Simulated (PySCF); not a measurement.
Compound: C3H4N2.
Numbering: `[cH:1]1[cH:2][nH:3][cH:4][n:5]1` (hydrogens: H6 on C1; H7 on C2; H8 on N3; H9 on C4)

A linear-response calculation (PySCF, def2-SVPD basis, gas phase, vertical, core orbitals frozen in the response) gave these numbers; the functional is withheld.

Orbital energies (eV): HOMO-3 -13.45, HOMO-2 -10.16, HOMO-1 -9.72, HOMO -8.56, LUMO 2.28, LUMO+1 2.40, LUMO+2 3.14.

| state | E (eV) | f | main configurations (H = HOMO, L = LUMO) |
| --- | --- | --- | --- |
| S1 | 6.57 | 0.0022 | H→L (97%) |
| S2 | 6.69 | 0.165 | H→L+1 (92%) |
| S3 | 6.74 | 0.0031 | H-1→L+1 (94%) |
| S4 | 7.27 | 0.028 | H→L+4 (62%), H-2→L+1 (32%) |
| S5 | 7.52 | 0.042 | H→L+2 (75%), H→L+3 (21%) |
| S6 | 7.70 | 0.0049 | H-1→L+4 (93%) |

Triplets, Tamm–Dancoff:

| state | E (eV) | λ (nm) | main configurations (H = HOMO, L = LUMO) |
| --- | --- | --- | --- |
| T1 | 4.63 | 267.6 | H→L+1 (92%) |
| T2 | 5.77 | 214.8 | H→L+4 (85%), H-2→L+1 (9%) |
| T3 | 6.14 | 202.1 | H-1→L+1 (66%), H-1→L+4 (32%) |
| T4 | 6.36 | 195.0 | H-2→L+1 (82%) |

Vertical ionisation energy by ΔSCF with the same functional: 8.95 eV. Mean static polarisability: 46.8 au.

Question: Name the functional.
A. PBE
B. HF
C. wB97X-D
D. B3LYP

Answer: C. wB97X-D is range-separated, 22% exact exchange at short range and 100% at long range (ω = 0.2 bohr⁻¹). In this run −ε(HOMO) = 8.56 eV differs from the ΔSCF value by -0.40 eV, and S1 differs from the orbital gap of 10.84 eV by -4.26 eV. The ratio −ε(HOMO)/IP is 0.96. Usual ranges for neutral molecules in this basis: 0.89 to 0.99 with wB97X-D, 0.5 to 0.7 with PBE, 0.67 to 0.83 with B3LYP; Hartree–Fock can't fall below 1, since the ion's relaxation only lowers the ΔSCF value.

Computed with TDDFT wB97X-D/def2-SVPD, vertical, gas phase, core orbitals frozen in the response in PySCF 2.14.0, density-fitted response routines. Isolated species at its PBE0-D3(BJ)/def2-SVP geometry, gas phase.

Hardware: Arm Neoverse V1, one thread, shared host with 32 logical CPUs at a one-minute load of 10. Cost: 28 s, 0.56 GiB resident at most.
